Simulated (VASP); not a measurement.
# MgSe (Fm-3m) in VASP: notebook, part 2 of 2

VASP 6.6.1.

**4. Relaxation of cell and atoms, r2SCAN**

This run uses another cell than the first one, of 20.25 Å³/atom, 0.988 times its volume.

Input file POSCAR:

```
MgSe
1.0
    0.0000000000      2.7255000000      2.7255000000
    2.7255000000      0.0000000000      2.7255000000
    2.7255000000      2.7255000000      0.0000000000
Mg Se
1 1
Direct
    0.0000000000      0.0000000000      0.0000000000
    0.5000000000      0.5000000000      0.5000000000
```

Input file INCAR.step1:

```
SYSTEM = MgSe
PREC = Accurate
ENCUT = 600
ISMEAR = 0
SIGMA = 0.02
LREAL = .False.
LASPH = .True.
NELM = 100
GGA = PE
ALGO = Normal
EDIFF = 1E-4
LWAVE = .True.
LCHARG = .False.
```

Input file INCAR.step2:

```
SYSTEM = MgSe
PREC = Accurate
ENCUT = 600
EDIFF = 1E-7
ISMEAR = 0
SIGMA = 0.02
LREAL = .False.
LASPH = .True.
NELM = 100
ALGO = Normal
ISIF = 3
LWAVE = .False.
LCHARG = .False.
METAGGA = R2SCAN
LMIXTAU = .True.
IBRION = 2
NSW = 100
EDIFFG = -0.005
ISTART = 1
```

Input file KPOINTS:

```
regular mesh
0
Gamma
  8 8 8
  0 0 0
```

Potentials or basis: VASP PAW PBE potentials, release 64 (Mg, Se).

Run with:

```
> cat potpaw_PBE.64/Mg/POTCAR potpaw_PBE.64/Se/POTCAR > POTCAR
> cp INCAR.step1 INCAR
> mpirun -np 1 vasp_std > vasp.out
> cp INCAR.step2 INCAR
> mpirun -np 1 vasp_std > vasp.out
```

OUTCAR:

```text
SYSTEM = MgSe
   PREC = Accurate
   ENCUT = 600
   EDIFF = 1E-7
   ISMEAR = 0
   LREAL = .False.
   LASPH = .True.
   NELM = 100
   ISIF = 3
   METAGGA = R2SCAN
   IBRION = 2
   NSW = 100
   EDIFFG = -0.005
   ISTART = 1

 ion  position               nearest neighbor table
   1  0.000  0.000  0.000-   2 2.73   2 2.73   2 2.73   2 2.73   2 2.73   2 2.73
   2  0.500  0.500  0.500-   1 2.73   1 2.73   1 2.73   1 2.73   1 2.73   1 2.73

  LATTYP: Found a face centered cubic cell.
 ALAT       =     5.4510000000

  Lattice vectors:

 A1 = (   0.0000000000,   2.7255000000,   2.7255000000)
 A2 = (   2.7255000000,   0.0000000000,   2.7255000000)
 A3 = (   2.7255000000,   2.7255000000,   0.0000000000)

Analysis of symmetry for initial positions (statically):
=====================================================================
[... 256 lines left out ...]

 E-fermi :   3.0575     XC(G=0):  -9.8262

 val. band max:        2.9108168646   @ k =   0.0000   0.0000   0.0000
 cond. band min:       5.3596539853   @ k =   0.5000   0.5000   0.0000
 fundamental gap:      2.4488371207
 Fermi energy:         3.0575299363

 k-point     1 :       0.0000    0.0000    0.0000
  band No.  band energies     occupation
      1     -10.4376      2.00000
      2       2.9108      2.00000
      3       2.9108      2.00000
      4       2.9108      2.00000
      5       6.3559      0.00000
      6      10.9385      0.00000
      7      10.9385      0.00000
      8      10.9385      0.00000
[... 243 lines left out ...]
 k-point    24 :      -0.3750    0.2500    0.1250
  band No.  band energies     occupation
      1      -9.1203      2.00000
      2      -1.5036      2.00000
      3       0.6939      2.00000
      4       1.6960      2.00000
      5       8.2845      0.00000
      6       9.0018      0.00000
      7      11.3376      0.00000
      8      12.7546      0.00000

 [... further k-points ...]
[... 5 lines left out ...]
  --------------------------------------------------------------------------------------
  -------------------------------------------------------------------------------------
  Total        0.0020926      0.0020926      0.0020926     -0.0000000     -0.0000000      0.0000000
  in kB        0.0822253      0.0822253      0.0822253     -0.0000000     -0.0000000      0.0000000
  external PRESSURE =       0.0822253 kB  Pullay stress =       0.0000000 kB
[... 17 lines left out ...]
  FREE ENERGIE OF THE ION-ELECTRON SYSTEM (eV)
  ---------------------------------------------------
  free  energy   TOTEN  =       -21.3808450734 eV

  energy  without entropy=      -21.3808450734  energy(sigma->0) =      -21.38084507

 reached required accuracy - stopping structural energy minimisation
```

OUTCAR.step1:

```text
SYSTEM = MgSe
   PREC = Accurate
   ENCUT = 600
   ISMEAR = 0
   LREAL = .False.
   LASPH = .True.
[... 486 lines left out ...]
      0.00000      0.00000      0.00000         0.000000     -0.000000      0.000000
      2.72550      2.72550      2.72550        -0.000000      0.000000     -0.000000
 -----------------------------------------------------------------------------------
    total drift:                               -0.000000     -0.000000      0.000000

  FREE ENERGIE OF THE ION-ELECTRON SYSTEM (eV)
  ---------------------------------------------------
  free  energy   TOTEN  =        -7.4835045440 eV

  energy  without entropy=       -7.4835045440  energy(sigma->0) =       -7.48350454
```

OSZICAR.step1:

```text
N       E                     dE             d eps       ncg     rms          rms(c)
DAV:   1     0.254504944228E+02    0.25450E+02   -0.39118E+03   472   0.902E+02
DAV:   2    -0.663595395418E+01   -0.32086E+02   -0.30751E+02   600   0.102E+02
DAV:   3    -0.777912602514E+01   -0.11432E+01   -0.11432E+01   576   0.263E+01
DAV:   4    -0.778312390810E+01   -0.39979E-02   -0.39979E-02   704   0.184E+00
DAV:   5    -0.778312841163E+01   -0.45035E-05   -0.45035E-05   592   0.466E-02    0.298E+00
DAV:   6    -0.752668056328E+01    0.25645E+00   -0.53693E-01   504   0.346E+00    0.191E+00
DAV:   7    -0.748390749452E+01    0.42773E-01   -0.22955E-01   584   0.241E+00    0.941E-01
DAV:   8    -0.748353459696E+01    0.37290E-03   -0.90033E-03   520   0.699E-01    0.203E-01
DAV:   9    -0.748350454398E+01    0.30053E-04   -0.11594E-04   632   0.836E-02
   1 F= -.74835045E+01 E0= -.74835045E+01  d E =-.253401E-13
```

Wall time 97 s (1 thread of Intel Xeon Platinum 8375C at 2.90GHz (Ice Lake), shared host); peak memory 0.19 GiB.

What came out:

```yaml
Free_energy: -21.3808 eV
Relaxed_volume: 20.39 Å³/atom
Relaxed_cell: a = 3.863 Å, b = 3.863 Å, c = 3.863 Å, α = 60.00°, β = 60.00°, γ = 60.00°
Space_group_after_relaxing_to_0.05_Å: Fm-3m (No. 225)
Energy_gained_by_relaxing: 0.2 meV/atom
Ionic_steps: 3
Pressure_after_relaxing: 0.0 GPa
Band_gap_on_the_k_mesh: 2.45 eV, indirect (least direct gap 3.45 eV)
```

Step by step:
```tsv
step	energy change (eV)	largest force (eV/Å)	pressure (GPa)	volume (Å³)
1	0.0000	0.0000	0.48	40.49
2	-0.0004	0.0000	-0.12	40.85
3	-0.0004	0.0000	0.01	40.77
```

Final structure:
```yaml
crystal:
  lattice:
    - [0.00000, 2.73182, 2.73182]
    - [2.73182, 0.00000, 2.73182]
    - [2.73182, 2.73182, 0.00000]
  atoms:
    - { symbol: Mg, position: [0.00000, 0.00000, 0.00000] }
    - { symbol: Se, position: [0.50000, 0.50000, 0.50000] }
```

Levels at points of the mesh, in eV from the valence-band top:
| k point | band 2 | band 3 | band 4 | band 5 | band 6 | band 7 |
| --- | --- | --- | --- | --- | --- | --- |
| (0.00, 0.00, 0.00) | 0.00 | 0.00 | 0.00 | 3.45 | 8.03 | 8.03 |
| (0.50, 0.00, 0.00) | -4.94 | -0.60 | -0.60 | 4.51 | 6.70 | 6.70 |
| (0.50, 0.50, 0.00) | -4.29 | -1.80 | -1.80 | 2.45 | 4.55 | 12.79 |

Caveat: the PAW data sets were made with another functional, which shifts forces and pressure a little. r2SCAN opens gaps a little over a GGA but as a rule still falls short of measured ones.

**5. Single point, r2SCAN**

This run uses another cell than the first one, of 19.25 Å³/atom, 0.940 times its volume.

Input file POSCAR:

```
MgSe
1.0
    0.0000000000      2.6802820178      2.6802820178
    2.6802820178      0.0000000000      2.6802820178
    2.6802820178      2.6802820178      0.0000000000
Mg Se
1 1
Direct
    0.0000000000      0.0000000000      0.0000000000
    0.5000000000      0.5000000000      0.5000000000
```

Input file INCAR.step1:

```
SYSTEM = MgSe
PREC     = Accurate       ! precision mode
ENCUT    = 520            ! plane-wave cutoff, eV
ISMEAR   = 0              ! smearing method
SIGMA    = 0.02           ! smearing width, eV
LREAL    = .False.        ! projectors in reciprocal space
LASPH    = .True.         ! aspherical terms in the spheres
NELM     = 80             ! most SCF steps
NBANDS   = 11             ! bands
GGA      = PE             ! functional
ALGO     = Normal         ! electronic algorithm
EDIFF    = 1E-4           ! SCF threshold, eV
LWAVE    = .True.         ! write WAVECAR
LCHARG   = .False.        ! write CHGCAR
```

Input file INCAR.step2:

```
SYSTEM = MgSe
PREC     = Accurate       ! precision mode
ENCUT    = 520            ! plane-wave cutoff, eV
EDIFF    = 1E-7           ! SCF threshold, eV
ISMEAR   = 0              ! smearing method
SIGMA    = 0.02           ! smearing width, eV
LREAL    = .False.        ! projectors in reciprocal space
LASPH    = .True.         ! aspherical terms in the spheres
NELM     = 80             ! most SCF steps
ALGO     = Normal         ! electronic algorithm
ISIF     = 2              ! what is computed and relaxed
LWAVE    = .False.        ! write WAVECAR
LCHARG   = .True.         ! write CHGCAR
METAGGA  = R2SCAN         ! meta-GGA
LMIXTAU  = .True.       
LELF     = .True.         ! ELF
LVHAR    = .True.       
NBANDS   = 11             ! bands
ISTART   = 1
```

KPOINTS is that of step 4.

Run with:

```
> cat potpaw_PBE.64/Mg/POTCAR potpaw_PBE.64/Se/POTCAR > POTCAR
> cp INCAR.step1 INCAR
> mpirun -np 1 vasp_std > vasp.out
> cp INCAR.step2 INCAR
> mpirun -np 1 vasp_std > vasp.out
```

It took 58 s on 1 thread of Intel Xeon Platinum 8375C at 2.90GHz (Ice Lake), shared host; peak memory 0.16 GiB.

Results (log left out):

```
Free energy            : -21.3505 eV
Pressure               : 4.3 GPa
Band gap on the k mesh : 2.55 eV, indirect (least direct gap 3.87 eV)
```

Levels at points of the mesh, in eV from the valence-band top:
```tsv
k point	band 1	band 2	band 3	band 4	band 5	band 6	band 7	band 8	band 9
(0.00, 0.00, 0.00)	-13.69	0.00	0.00	0.00	3.87	8.00	8.00	8.00	10.66
(0.50, 0.00, 0.00)	-12.40	-5.27	-0.67	-0.67	4.59	6.77	6.77	10.06	12.93
(0.50, 0.50, 0.00)	-12.02	-4.61	-1.95	-1.95	2.55	4.37	13.39	13.50	13.80
```

Caveat: the PAW data sets were made with another functional, which shifts forces and pressure a little.

**6. Overview**

| task | cell | cutoff (eV) | gap on the mesh (eV) | pressure (GPa) |
| --- | --- | --- | --- | --- |
| single point | Fm-3m, 20.48 Å³/atom | 520 | 2.44 | -0.3 |
| relaxation of cell and atoms | relaxed | 600 | 2.45 | 0.0 |
| single point | Fm-3m, 19.25 Å³/atom | 520 | 2.55 | 4.3 |

Alike in all rows: level r2SCAN; potentials or basis VASP PAW PBE potentials, release 64 (Mg, Se); no spin polarisation; k mesh 8 × 8 × 8; smearing gaussian 0.02 eV.

Caveats: the PAW data sets were made with another functional, which shifts forces and pressure a little.

Total energies depend on the potentials used, so only differences within one code and one set of settings carry meaning.
